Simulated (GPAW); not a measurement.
A run of GPAW 26.7.0 is set up as follows.

The input run.py:

```python
import numpy as np
from ase import Atoms
from ase.dft.bandgap import bandgap
from ase.io import write
from ase.units import GPa
from gpaw import GPAW, PW, setup_paths
from gpaw.spinorbit import soc_eigenstates

setup_paths.insert(0, '.')

atoms = Atoms(['Ge', 'Ge', 'Ge', 'Ge', 'Ge', 'Ge', 'Ge', 'Ge'],
              cell=[[-3.48417028, 3.48417028, 3.48417028],
                    [3.48417028, -3.48417028, 3.48417028],
                    [3.48417028, 3.48417028, -3.48417028]],
              scaled_positions=[[0.29889908, 0.29889908, 0.29889908],
                                [0.0, 0.20110092, 0.5],
                                [0.20110092, 0.5, 0.0],
                                [0.5, 0.0, 0.20110092],
                                [0.70110092, 0.70110092, 0.70110092],
                                [0.0, 0.79889908, 0.5],
                                [0.79889908, 0.5, 0.0],
                                [0.5, 0.0, 0.79889908]],
              pbc=True)

calc = GPAW(mode=PW(600),
            xc='PBEsol',
            kpts={'size': (6, 6, 6), 'gamma': True},
            occupations={'name': 'fermi-dirac', 'width': 0.05},
            nbands=32,
            convergence={'density': 1e-05, 'energy': 1e-05},
            maxiter=150,
            txt='gpaw.txt')
atoms.calc = calc
energy = atoms.get_potential_energy()
forces = atoms.get_forces()
stress = atoms.get_stress()
calc.write('gs.gpw')
write('result.traj', atoms)
print(f'Energy: {energy:.6f} eV')
print('Forces (eV/A):')
print(forces.round(4))
print('Stress (GPa):', (stress / GPa).round(3))
print('Fermi level:', round(calc.get_fermi_level(), 4), 'eV')
print(f'Gap: {bandgap(calc)[0]:.4f} eV, direct: {bandgap(calc, direct=True)[0]:.4f} eV')

path = atoms.cell.bandpath('GHNGPH,PN', npoints=100, eps=1e-4)
bs_calc = calc.fixed_density(kpts=path, symmetry='off', nbands=58,
                             convergence={'bands': 'CBM+6.0', 'eigenstates': 1e-6}, txt='bands.txt')
bs = bs_calc.band_structure()
bs.write('bs.json')
print(f'Gap on the path: {bandgap(bs_calc)[0]:.4f} eV')

soc = soc_eigenstates(bs_calc, theta=90, phi=45)
np.savetxt('soc_bands.dat', soc.eigenvalues(), fmt='%.4f')
mesh = soc_eigenstates('gs.gpw', theta=90, phi=45)
np.savetxt('soc_mesh.dat', mesh.eigenvalues(), fmt='%.4f')
print('Fermi level with spin-orbit coupling:', round(mesh.fermi_level, 4), 'eV')
```

Potentials or basis: PAW data sets generated in the run's folder for this functional, pw.

The run is started by

```bash
$ gpaw-setup -f PBEsol Ge
$ OMP_NUM_THREADS=1 python run.py
```

What does it give for the pressure?

-0.1 GPa.

What does it give for the largest force?

0.240 eV/Å.

Estimate the band gap along the path.

none (metal or under the smearing width).

Levels at the corners of the path, in eV from the Fermi level:
```
point  band 29  band 30  band 31  band 32  band 33  band 34  band 35  band 36
    Γ    -1.24    -1.24    -0.82    -0.82     1.50     1.50     1.58     1.58
    H     0.24     0.24     0.49     0.49     0.49     0.49     1.47     1.47
    N    -1.09    -1.09    -1.09    -1.09     0.43     0.43     0.43     0.43
    Γ    -1.24    -1.24    -0.82    -0.82     1.50     1.50     1.58     1.58
    P    -2.74    -2.74    -2.64    -2.64     2.12     2.12     2.22     2.22
    H     0.24     0.24     0.49     0.49     0.49     0.49     1.47     1.47
    P    -2.74    -2.74    -2.64    -2.64     2.12     2.12     2.22     2.22
    N    -1.09    -1.09    -1.09    -1.09     0.43     0.43     0.43     0.43
```

Caveat: spin-orbit coupling was added after a scalar SCF, so levels and gaps hold it while energy, forces, pressure and moments don't; this program's spin-orbit splittings come out too wide for heavy elements.
